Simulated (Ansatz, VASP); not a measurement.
## Yb in VASP and in Ansatz

```xyz
1
Lattice="0.0000 2.6118 2.6118 2.6118 0.0000 2.6118 2.6118 2.6118 0.0000" Properties=species:S:1:pos:R:3 pbc="T T T"
Yb    0.0000    0.0000    0.0000
```

Alike in both runs: functional PBE; k mesh 14 × 14 × 14; occupations gaussian, width 0.1 eV; no spin polarisation.

Ansatz relaxed the structure, and its values are those at the end. VASP's run is a single point on that final structure, the one shown.

|  | VASP | Ansatz |
| --- | --- | --- |
| version | VASP 6.6.1 | Ansatz 0.2.0 |
| potentials or method | VASP PAW PBE potentials, release 64 (Yb) | scalar-relativistic, plane waves, PAW |
| plane-wave cutoff (eV) | 520 | 420 |
| valence electrons in the cell | 24 | 24 |

|  | VASP | Ansatz | Ansatz less VASP |
| --- | --- | --- | --- |
| gap on the k mesh at the Fermi level (eV) | 0.02 | 0.02 | +0.007 |
| least direct gap on the mesh (eV) | 0.12 | 0.12 | +0.002 |
| pressure (GPa) | 0.1 | 0.0 | -0.09 |

Caveats: spin-orbit coupling is left out, which moves the levels of the heavy elements. Spin polarisation is off, so any magnetic state and its effect on volume and gap are missing.
